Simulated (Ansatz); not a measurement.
## Sn: energy less free atoms and pressure against volume scale

All results are calculated (Ansatz 0.2.0). Periodic Kohn-Sham DFT of a crystal at fixed atoms, scaled to volume_scale times the given cell; pressure positive in compression, energy less spherical unpolarised free atoms, largest_vzz the field gradient of largest size among the nuclei.

The cell before it is scaled or strained (space group Im-3m, No. 229):
```
cell vectors (Å)
  -1.9034     1.9034     1.9034
   1.9034    -1.9034     1.9034
   1.9034     1.9034    -1.9034
atoms (fractions of the cell vectors)
Sn  0.00000  0.00000  0.00000
```

Settings of every row: method all-electron LAPW; functional PBE; relativity scalar; k mesh 15x15x15; filling fermi-dirac; smearing width 0.03 eV; basis error target 1 meV/atom; nucleus gaussian.

Atom start moment: 0 on all atoms.

Limits: the cell comes from a prototype or a list of computed structures and needn't be the stable phase.

| row | volume scale | V (Å³/atom) | energy less free atoms (eV/atom) | pressure (GPa) |
| --- | --- | --- | --- | --- |
| 1 | 0.9405 | 25.942 | -3.7344 | 3.22 |
| 2 | 0.97 | 26.756 | -3.7461 | 1.463 |
| 3 | 1 | 27.582 | -3.7498 | 0.023 |
| 4 | 1.03 | 28.411 | ? | ? |
| 5 | 1.06 | 29.239 | -3.7376 | -2.295 |

Question: what energy less free atoms and pressure should row 4 give?

Worked fit of energy less free atoms. Take u = (V_r/V)^(2/3) − 1 with V_r = 27.169 Å³ an atom, which is twice the finite (Eulerian) strain; such expansions in the strain, on which the Birch-Murnaghan equation of state is built, carry the rest volume and the bulk modulus. The shown rows have u = 0.03129, 0.01026, -0.01001, -0.04777. Least squares give energy less free atoms = −3.74887 + 0.1856 × u + 8.829 × u² eV/atom; a straight line predicts inner rows, each left out in turn, worse (root mean square 0.0086 against 0.00012 eV/atom). The rows lie off it by 0.0000, -0.0001, 0.0000, 0.0000. Its lowest point lies at u = -0.0105, or V = 27.6 Å³ an atom, and the curvature there gives the bulk modulus at fixed shape and fractions, B = (4/9)(1 + u)² E″(u)/V = 44.6 GPa. The withheld row has u = -0.02936, so the fit gives −3.74887 + 0.1856 × (-0.02936) + 8.829 × (-0.02936)² = -3.7467 eV/atom.

The calculation gave -3.7467 eV/atom. The fit meets it to the printed digit.

Worked fit of pressure. Take u = (V_r/V)^(2/3) − 1 with V_r = 27.169 Å³ an atom, which is twice the finite (Eulerian) strain; such expansions in the strain, on which the Birch-Murnaghan equation of state is built, carry the rest volume and the bulk modulus. The shown rows have u = 0.03129, 0.01026, -0.01001, -0.04777. Least squares give pressure = 0.7146 + 73.118 × u + 213.29 × u² GPa; a straight line predicts inner rows, each left out in turn, worse (root mean square 0.21 against 0.049 GPa). The rows lie off it by 0.009, -0.024, 0.019, -0.003 (root mean square 0.016 GPa). The pressure vanishes at u = -0.0101, or V = 27.58 Å³ an atom, and there the bulk modulus at fixed shape and fractions is B = −V dP/dV = (2/3)(1 + u) dP/du = 45.4 GPa. The withheld row has u = -0.02936, so the fit gives 0.7146 + 73.118 × (-0.02936) + 213.29 × (-0.02936)² = -1.248 GPa.

The calculation gave -1.21 GPa. The fit lies 0.038 GPa (3.1 % of the value, 0.69 % of the column's range) below it; its largest miss of a shown row is 0.024 GPa.
